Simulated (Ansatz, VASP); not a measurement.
# Cross-check of AlN (AlN (P6_3mc)) between VASP and Ansatz, part 3 of 3

Wanted: the spread between two codes on one cell, functional and k mesh. Of the first pair: The cell is taken from a series of runs on this material, whose earlier steps may have relaxed, scaled, displaced or heated it; both programs get it as it stands.

VASP 6.6.1 and Ansatz 0.2.0.

So far. Step 3 (VASP: single point, r2SCAN, pair 1): The run ends at a pressure of -0.26 GPa, with forces up to 0.0033 eV/Å.

### 5. Ansatz: relaxation, r2SCAN

Level of this step: Ansatz beside VASP: Kohn-Sham DFT, plane waves, r2SCAN (Ansatz).

This run makes the geometry at which the two programs are then compared. This pair takes another cell of the material, with 96 atoms against 24 for the pair before.

The structure compared here is the end of the Ansatz relaxation.

input.yaml reads:

```yaml
crystal:
  lattice:
    - [9.3195654863, 5.3806537569, 0.0]
    - [-9.3195655856, 5.3806535849, 0.0]
    - [0.0, 0.0, 9.956477719]
  atoms:
    - { symbol: Al, position: [0.0, 0.1666666666, 0.2496016674] }
    - { symbol: Al, position: [0.1666666666, 0.0, 0.2496016674] }
    - { symbol: Al, position: [0.3333333334, 0.3333333333, 0.2496016674] }
    - { symbol: Al, position: [0.0, 0.3333333334, 0.4996016674] }
    - { symbol: Al, position: [0.1666666666, 0.1666666667, 0.4996016674] }
    - { symbol: Al, position: [0.3333333334, 0.0, 0.4996016674] }
    - { symbol: "N", position: [0.0, 0.1666666666, 0.4403983326] }
    - { symbol: "N", position: [0.1666666666, 0.0, 0.4403983326] }
    - { symbol: "N", position: [0.3333333334, 0.3333333333, 0.4403983326] }
    - { symbol: "N", position: [0.0, 0.3333333334, 0.1903983326] }
    - { symbol: "N", position: [0.1666666666, 0.1666666667, 0.1903983326] }
    - { symbol: "N", position: [0.3333333334, 0.0, 0.1903983326] }
    - { symbol: Al, position: [0.0, 0.1666666666, 0.7496016674] }
    - { symbol: Al, position: [0.1666666666, 0.0, 0.7496016674] }
    - { symbol: Al, position: [0.3333333334, 0.3333333333, 0.7496016674] }
    - { symbol: Al, position: [0.0, 0.3333333334, 0.9996016674] }
    - { symbol: Al, position: [0.1666666666, 0.1666666667, 0.9996016674] }
    - { symbol: Al, position: [0.3333333334, 0.0, 0.9996016674] }
    - { symbol: "N", position: [0.0, 0.1666666666, 0.9403983326] }
    - { symbol: "N", position: [0.1666666666, 0.0, 0.9403983326] }
    - { symbol: "N", position: [0.3333333334, 0.3333333333, 0.9403983326] }
    - { symbol: "N", position: [0.0, 0.3333333334, 0.6903983326] }
    - { symbol: "N", position: [0.1666666666, 0.1666666667, 0.6903983326] }
    - { symbol: "N", position: [0.3333333334, 0.0, 0.6903983326] }
    - { symbol: Al, position: [0.0, 0.6666666666, 0.2496016674] }
    - { symbol: Al, position: [0.1666666666, 0.5, 0.2496016674] }
    - { symbol: Al, position: [0.3333333334, 0.8333333333, 0.2496016674] }
    - { symbol: Al, position: [0.0, 0.8333333333, 0.4996016674] }
    - { symbol: Al, position: [0.1666666666, 0.6666666667, 0.4996016674] }
    - { symbol: Al, position: [0.3333333334, 0.5, 0.4996016674] }
    - { symbol: "N", position: [0.0, 0.6666666666, 0.4403983326] }
    - { symbol: "N", position: [0.1666666666, 0.5, 0.4403983326] }
    - { symbol: "N", position: [0.3333333334, 0.8333333333, 0.4403983326] }
    - { symbol: "N", position: [0.0, 0.8333333333, 0.1903983326] }
    - { symbol: "N", position: [0.1666666666, 0.6666666667, 0.1903983326] }
    - { symbol: "N", position: [0.3333333334, 0.5, 0.1903983326] }
    - { symbol: Al, position: [0.0, 0.6666666666, 0.7496016674] }
    - { symbol: Al, position: [0.1666666666, 0.5, 0.7496016674] }
    - { symbol: Al, position: [0.3333333334, 0.8333333333, 0.7496016674] }
    - { symbol: Al, position: [0.0, 0.8333333333, 0.9996016674] }
    - { symbol: Al, position: [0.1666666666, 0.6666666667, 0.9996016674] }
    - { symbol: Al, position: [0.3333333334, 0.5, 0.9996016674] }
    - { symbol: "N", position: [0.0, 0.6666666666, 0.9403983326] }
    - { symbol: "N", position: [0.1666666666, 0.5, 0.9403983326] }
    - { symbol: "N", position: [0.3333333334, 0.8333333333, 0.9403983326] }
    - { symbol: "N", position: [0.0, 0.8333333333, 0.6903983326] }
    - { symbol: "N", position: [0.1666666666, 0.6666666667, 0.6903983326] }
    - { symbol: "N", position: [0.3333333334, 0.5, 0.6903983326] }
    - { symbol: Al, position: [0.5, 0.1666666666, 0.2496016674] }
    - { symbol: Al, position: [0.6666666666, 0.0, 0.2496016674] }
    - { symbol: Al, position: [0.8333333333, 0.3333333333, 0.2496016674] }
    - { symbol: Al, position: [0.5, 0.3333333334, 0.4996016674] }
    - { symbol: Al, position: [0.6666666666, 0.1666666667, 0.4996016674] }
    - { symbol: Al, position: [0.8333333333, 0.0, 0.4996016674] }
    - { symbol: "N", position: [0.5, 0.1666666666, 0.4403983326] }
    - { symbol: "N", position: [0.6666666666, 0.0, 0.4403983326] }
    - { symbol: "N", position: [0.8333333333, 0.3333333333, 0.4403983326] }
    - { symbol: "N", position: [0.5, 0.3333333334, 0.1903983326] }
    - { symbol: "N", position: [0.6666666666, 0.1666666667, 0.1903983326] }
    - { symbol: "N", position: [0.8333333333, 0.0, 0.1903983326] }
    - { symbol: Al, position: [0.5, 0.1666666666, 0.7496016674] }
    - { symbol: Al, position: [0.6666666666, 0.0, 0.7496016674] }
    - { symbol: Al, position: [0.8333333333, 0.3333333333, 0.7496016674] }
    - { symbol: Al, position: [0.5, 0.3333333334, 0.9996016674] }
    - { symbol: Al, position: [0.6666666666, 0.1666666667, 0.9996016674] }
    - { symbol: Al, position: [0.8333333333, 0.0, 0.9996016674] }
    - { symbol: "N", position: [0.5, 0.1666666666, 0.9403983326] }
    - { symbol: "N", position: [0.6666666666, 0.0, 0.9403983326] }
    - { symbol: "N", position: [0.8333333333, 0.3333333333, 0.9403983326] }
    - { symbol: "N", position: [0.5, 0.3333333334, 0.6903983326] }
    - { symbol: "N", position: [0.6666666666, 0.1666666667, 0.6903983326] }
    - { symbol: "N", position: [0.8333333333, 0.0, 0.6903983326] }
    - { symbol: Al, position: [0.5, 0.6666666666, 0.2496016674] }
    - { symbol: Al, position: [0.6666666666, 0.5, 0.2496016674] }
    - { symbol: Al, position: [0.8333333333, 0.8333333333, 0.2496016674] }
    - { symbol: Al, position: [0.5, 0.8333333333, 0.4996016674] }
    - { symbol: Al, position: [0.6666666666, 0.6666666667, 0.4996016674] }
    - { symbol: Al, position: [0.8333333333, 0.5, 0.4996016674] }
    - { symbol: "N", position: [0.5, 0.6666666666, 0.4403983326] }
    - { symbol: "N", position: [0.6666666666, 0.5, 0.4403983326] }
    - { symbol: "N", position: [0.8333333333, 0.8333333333, 0.4403983326] }
    - { symbol: "N", position: [0.5, 0.8333333333, 0.1903983326] }
    - { symbol: "N", position: [0.6666666666, 0.6666666667, 0.1903983326] }
    - { symbol: "N", position: [0.8333333333, 0.5, 0.1903983326] }
    - { symbol: Al, position: [0.5, 0.6666666666, 0.7496016674] }
    - { symbol: Al, position: [0.6666666666, 0.5, 0.7496016674] }
    - { symbol: Al, position: [0.8333333333, 0.8333333333, 0.7496016674] }
    - { symbol: Al, position: [0.5, 0.8333333333, 0.9996016674] }
    - { symbol: Al, position: [0.6666666666, 0.6666666667, 0.9996016674] }
    - { symbol: Al, position: [0.8333333333, 0.5, 0.9996016674] }
    - { symbol: "N", position: [0.5, 0.6666666666, 0.9403983326] }
    - { symbol: "N", position: [0.6666666666, 0.5, 0.9403983326] }
    - { symbol: "N", position: [0.8333333333, 0.8333333333, 0.9403983326] }
    - { symbol: "N", position: [0.5, 0.8333333333, 0.6903983326] }
    - { symbol: "N", position: [0.6666666666, 0.6666666667, 0.6903983326] }
    - { symbol: "N", position: [0.8333333333, 0.5, 0.6903983326] }
basis:
  ecutwfc: 500
  xc_grid: 2
hamiltonian:
  xc: r2scan
  pseudopotentials: { kind: paw, azcp: { folder: soft_1 } }
kpoints:
  mp_grid: { grid: [1, 1, 1], shift: [0.25, 0.25, 0.25] }
scf:
  occupations: { method: fermi_dirac, width: 0.01 }
  max_iter: 80
output:
  forces: true
relax:
  f_tol: 0.01
  max_steps: 60
  escape_saddle: false
checkpoint:
  write: "../pristine.symmetric.run"
  compress: false
  write_wavefunctions: false
  write_every: 100000
```

Launch:

```console
> ansatz run input.yaml --threads 8 --pin off --max-ram 15073MiB --backend cpu --events-out ev --progress --plain --runs-dir out
```

Numbers of over 12 decimals in the logs are rounded to 6 here.

The program printed:

```text
[...]
Crystal: 96 atoms, lattice volume = 998.542 Å³
Basis set: ecut = 500 eV, 25363 PW (Γ), exchange–correlation on 160×160×150 points (8 copies of the dense FFT grid, shifted against one another)
Bands: 288, of which v1, the nominal top of the filled ones, is band 192 counted from 1 (191 counted from 0)
Symmetry: 48 space group operations
k-points: 1
[...]
SCF iter   1: F=—  HF=-44616.803420 eV  |F-HF|=—  |Δ(HF+E_count)|=         —  Δρ=1.35e-1  dr2=2.24e2  dr2_τ=2.62e1  ethr=3.10e-3  ⟨swp⟩=6.0  Hψ=1136  notcnv=0  defer=62
[...]
- { symbol: N, position: [-2.7755575615628914e-17, 0.166667, 0.940398] }
    - { symbol: N, position: [0.166667, -1.3877787807814457e-17, 0.940398] }
[...]
- { symbol: Al, position: [0.833333, 0.833333, 0.749602] }
    - { symbol: Al, position: [0.5, 0.833333, 0.999602] }
    - { symbol: Al, position: [0.666667, 0.666667, 0.999602] }
    - { symbol: Al, position: [0.833333, 0.5, 0.999602] }
[...]
- { symbol: N, position: [0.833333, 0.833333, 0.940398] }
    - { symbol: N, position: [0.5, 0.833333, 0.690398] }
    - { symbol: N, position: [0.666667, 0.666667, 0.690398] }
    - { symbol: N, position: [0.833333, 0.5, 0.690398] }
```

### 6. VASP: single point, r2SCAN, pair 2

The same cell, functional, mesh and smearing now go to VASP, with its own data sets.

INCAR reads:

```
SYSTEM = AlN
PREC = Accurate
ENCUT = 580
EDIFF = 1E-06
NELM = 120
ISMEAR = -1
SIGMA = 0.01
LREAL = Auto
ALGO = Normal
METAGGA = R2SCAN
LASPH = .TRUE.
NBANDS = 264
LORBIT = 11
LWAVE = .FALSE.
LCHARG = .FALSE.
ISIF = 2
ISYM = 2
GGA_COMPAT = .FALSE.
EFERMI = MIDGAP
LMIXTAU = .TRUE.
NCORE = 2
```

POSCAR reads:

```
AlN
1.0
    9.3195654863      5.3806537569      0.0000000000
   -9.3195655856      5.3806535849      0.0000000000
    0.0000000000      0.0000000000      9.9564777190
Al N
48 48
Direct
    0.0000000000      0.1666666667      0.2496016674
    0.1666666667      1.0000000000      0.2496016674
    0.3333333333      0.3333333333      0.2496016674
    0.0000000000      0.3333333333      0.4996016674
    0.1666666667      0.1666666667      0.4996016674
    0.3333333333      1.0000000000      0.4996016674
    0.0000000000      0.1666666667      0.7496016674
    0.1666666667      1.0000000000      0.7496016674
    0.3333333333      0.3333333333      0.7496016674
    0.0000000000      0.3333333333      0.9996016674
    0.1666666667      0.1666666667      0.9996016674
    0.3333333333      1.0000000000      0.9996016674
    0.0000000000      0.6666666667      0.2496016674
    0.1666666667      0.5000000000      0.2496016674
    0.3333333333      0.8333333333      0.2496016674
    0.0000000000      0.8333333333      0.4996016674
    0.1666666667      0.6666666667      0.4996016674
    0.3333333333      0.5000000000      0.4996016674
    0.0000000000      0.6666666667      0.7496016674
    0.1666666667      0.5000000000      0.7496016674
    0.3333333333      0.8333333333      0.7496016674
    0.0000000000      0.8333333333      0.9996016674
    0.1666666667      0.6666666667      0.9996016674
    0.3333333333      0.5000000000      0.9996016674
    0.5000000000      0.1666666667      0.2496016674
    0.6666666667      1.0000000000      0.2496016674
    0.8333333333      0.3333333333      0.2496016674
    0.5000000000      0.3333333333      0.4996016674
    0.6666666667      0.1666666667      0.4996016674
    0.8333333333      1.0000000000      0.4996016674
[... 60 atom lines left out ...]
    0.5000000000      0.6666666667      0.9403983326
    0.6666666667      0.5000000000      0.9403983326
    0.8333333333      0.8333333333      0.9403983326
    0.5000000000      0.8333333333      0.6903983326
    0.6666666667      0.6666666667      0.6903983326
    0.8333333333      0.5000000000      0.6903983326
```

KPOINTS reads:

```
Points of the shifted mesh
1
Reciprocal
 0.2500000000  0.2500000000  0.2500000000 1
```

Potentials, in the order of the species: Al and N (PBE family, release 64).

Launch:

```console
> mpirun -np 8 vasp_std
```

The program printed:

```text
[banner, memory and clock lines left out]
running    8 mpi-ranks, on    1 nodes
[...]
[... a notice as in an earlier step ...]

 LDA part: xc-table for (None), standard interpolation
 POSCAR, INCAR and KPOINTS ok, starting setup
[...]
entering main loop
       N       E                     dE             d eps       ncg     rms          rms(c)
DAV:   1     0.154685151549E+04    0.15469E+04   -0.19690E+05   528   0.149E+03
DAV:   2    -0.929208819049E+03   -0.24761E+04   -0.23555E+04   656   0.299E+02
DAV:   3    -0.112776701155E+04   -0.19856E+03   -0.19698E+03   640   0.909E+01
DAV:   4    -0.113088107434E+04   -0.31141E+01   -0.31040E+01   632   0.120E+01
[...]
DAV:  25    -0.923072778445E+03   -0.19382E-04   -0.98564E-06   568   0.107E-02    0.121E-02
DAV:  26    -0.923072772612E+03    0.58329E-05   -0.11565E-06   384   0.348E-03    0.297E-03
DAV:  27    -0.923072772281E+03    0.33096E-06   -0.20607E-07   320   0.135E-03
   1 F= -.92307277E+03 E0= -.92307277E+03  d E =0.000000E+00
```

From OUTCAR (step 6):

```text
  FREE ENERGIE OF THE ION-ELECTRON SYSTEM (eV)
  ---------------------------------------------------
  free  energy   TOTEN  =      -923.0727722810 eV

  energy  without entropy=     -923.0727722810  energy(sigma->0) =     -923.07277228
```

The run ends at a pressure of -0.28 GPa, with forces up to 1.8e-4 eV/Å.

### 7. Side by side

What differs besides the data sets and the points named for the pairs above, as far as they apply: the cutoff is 500 eV in Ansatz and 580 eV in VASP (PREC = Accurate, projectors in real space). Total energies have different zeros and are not compared.

Compared:

```
              quantity  Ansatz   VASP  difference
gap on the k mesh (eV)   6.127  6.166      -0.039
```

At this near-relaxed geometry the largest component of a force difference is 6 meV/Å. A gap on the mesh is an upper bound, since the band edges may lie between its points.

### 8. VASP: single point, r2SCAN, pair 3

A single point gives forces, pressure and levels at one fixed geometry, so differences don't come from the geometry; what else differs is listed under the comparison.

INCAR is that of step 6.

POSCAR reads:

```
AlN
1.0
    9.3195654863      5.3806537569      0.0000000000
   -9.3195655856      5.3806535849      0.0000000000
    0.0000000000      0.0000000000      9.9564777190
Al N
48 48
Direct
    0.0000000000      0.1666666667      0.2496016674
    0.1666666667      0.0000000000      0.2496016674
    0.3333333334      0.3333333333      0.2496016674
    0.0000000000      0.3333333333      0.4996016674
    0.1666666667      0.1666666667      0.4996016674
    0.3333333334      0.0000000000      0.4996016674
    0.0000000000      0.1666666667      0.7496016674
    0.1666666667      0.0000000000      0.7496016674
    0.3333333334      0.3333333333      0.7496016674
    0.0000000000      0.3333333333      0.9996016674
    0.1666666667      0.1666666667      0.9996016674
    0.3333333334      0.0000000000      0.9996016674
    0.0000000000      0.6666666667      0.2496016674
    0.1666666667      0.5000000000      0.2496016674
    0.3333333334      0.8333333333      0.2496016674
    0.0000000000      0.8333333333      0.4996016674
    0.1666666667      0.6666666667      0.4996016674
    0.3333333334      0.5000000000      0.4996016674
    0.0000000000      0.6666666667      0.7496016674
    0.1666666667      0.5000000000      0.7496016674
    0.3333333334      0.8333333333      0.7496016674
    0.0000000000      0.8333333333      0.9996016674
    0.1666666667      0.6666666667      0.9996016674
    0.3333333334      0.5000000000      0.9996016674
    0.5000000000      0.1666666667      0.2496016674
    0.6666666667      0.0000000000      0.2496016674
    0.8333333334      0.3333333333      0.2496016674
    0.5000000000      0.3333333333      0.4996016674
    0.6666666667      0.1666666667      0.4996016674
    0.8333333334      0.0000000000      0.4996016674
[... 60 atom lines left out ...]
    0.5000000000      0.6666666667      0.9403983326
    0.6666666667      0.5000000000      0.9403983326
    0.8333333334      0.8333333333      0.9403983326
    0.5000000000      0.8333333333      0.6903983326
    0.6666666667      0.6666666667      0.6903983326
    0.8333333334      0.5000000000      0.6903983326
```

KPOINTS is that of step 6.

Launch:

```console
> mpirun -np 8 vasp_std
```

The program printed:

```text
[... set-up lines as in an earlier step ...]
 entering main loop
       N       E                     dE             d eps       ncg     rms          rms(c)
DAV:   1     0.154685151548E+04    0.15469E+04   -0.19690E+05   528   0.149E+03
[... 4 cycles as in an earlier step ...]
DAV:   6    -0.958454809440E+03    0.17249E+03   -0.39535E+02   624   0.329E+01    0.272E+01
DAV:   7    -0.923462251708E+03    0.34993E+02   -0.18606E+01   616   0.100E+01    0.156E+01
DAV:   8    -0.958218907796E+03   -0.34757E+02   -0.12714E+01   552   0.972E+00    0.913E+00
DAV:   9    -0.914502347322E+03    0.43717E+02   -0.12827E+01   544   0.821E+00    0.233E+00
[...]
DAV:  25    -0.923072778445E+03   -0.19384E-04   -0.98564E-06   568   0.107E-02    0.121E-02
DAV:  26    -0.923072772614E+03    0.58307E-05   -0.11568E-06   384   0.348E-03    0.297E-03
DAV:  27    -0.923072772281E+03    0.33290E-06   -0.20635E-07   320   0.135E-03
   1 F= -.92307277E+03 E0= -.92307277E+03  d E =0.000000E+00
```

Parts of OUTCAR (step 8):

```text
[... 2 parts as in an earlier step ...]
```

The run ends at a pressure of -0.28 GPa, with forces up to 1.8e-4 eV/Å.

### 9. Ansatz: single point, r2SCAN, pair 3

The same cell, functional, mesh and smearing now go to Ansatz.

The cell is taken from a series of runs on this material, whose earlier steps may have relaxed, scaled, displaced or heated it; both programs get it as it stands.

Edit input.yaml of step 5 so:

```diff
@@ -113,12 +113 @@
   max_iter: 80
-output:
-  forces: true
-relax:
-  f_tol: 0.01
-  max_steps: 60
-  escape_saddle: false
-checkpoint:
-  write: "../pristine.symmetric.run"
-  compress: false
-  write_wavefunctions: false
-  write_every: 100000
```

Launch:

```console
> ansatz run input.yaml --threads 8 --pin off --max-ram 15073MiB --backend cpu --events-out ev --progress --plain --runs-dir out
```

The program printed:

```text
[...]
Crystal: 96 atoms, lattice volume = 998.542 Å³
Basis set: ecut = 500 eV, 25363 PW (Γ), exchange–correlation on 160×160×150 points (8 copies of the dense FFT grid, shifted against one another)
Bands: 288, of which v1, the nominal top of the filled ones, is band 192 counted from 1 (191 counted from 0)
Symmetry: 48 space group operations
k-points: 1
[...]
SCF iter   1: F=—  HF=-44616.803415 eV  |F-HF|=—  |Δ(HF+E_count)|=         —  Δρ=1.35e-1  dr2=2.24e2  dr2_τ=2.62e1  ethr=3.10e-3  ⟨swp⟩=6.0  Hψ=1136  notcnv=0  defer=62
[...]
SCF iter   8: F=-44567.453345 eV  HF=-44567.453345 eV  |F-HF|=1.38e-8  |Δ(HF+E_count)|=   1.21e-6  Δρ=1.84e-6  dr2=2.02e-8  dr2_τ=2.65e-9  ethr=2.60e-10  ⟨swp⟩=3.0  Hψ=529  notcnv=0
SCF 1 converged in 8 iterations: F = -44567.453345 eV  dr2 = 2.02e-8
[...]
SCF converged after 8 iterations
Free energy (F): -44567.453345 eV
[...]
Internal energy: -44567.453345 eV  (E = F + TS)
E sigma→0 (E₀):  -44567.453345 eV
Fermi energy:    9.760246 eV
[...]
```

### 10. Differences

Both answers:

| quantity | Ansatz | VASP | difference |
| --- | --- | --- | --- |
| gap on the k mesh (eV) | 6.127 | 6.166 | -0.039 |

A gap on the mesh is an upper bound, since the band edges may lie between its points.

### 11. Results

```yaml
difference_in_gap_on_the_k_mesh_single_point_r2scan_pair_1: -0.043 eV
difference_in_gap_on_the_k_mesh_single_point_r2scan_pair_2: -0.039 eV
difference_in_gap_on_the_k_mesh_single_point_r2scan_pair_3: -0.039 eV
```

In words: The difference in gap on the k mesh is -0.043 eV (single point, r2SCAN, pair 1), within the 0.08 eV picked in this series as the mark of a large difference. 1 further run of this series is not shown here. Such differences can come from data sets, numerical settings and the points named under the comparisons, not from the functional's error against experiment.

[Lines on the potential files, build, host, timing and source positions are cut from VASP's logs without a mark.]

[Logs are printed without paths, hosts, clocks, repeated set-up lines and the standing remarks that a program may print on its own settings, such as how far it seeks lower states.]

[Hosts, paths, dates, database ids (printed as entryN), source tags and the programs' standing remarks are cut or masked in the printed files.]
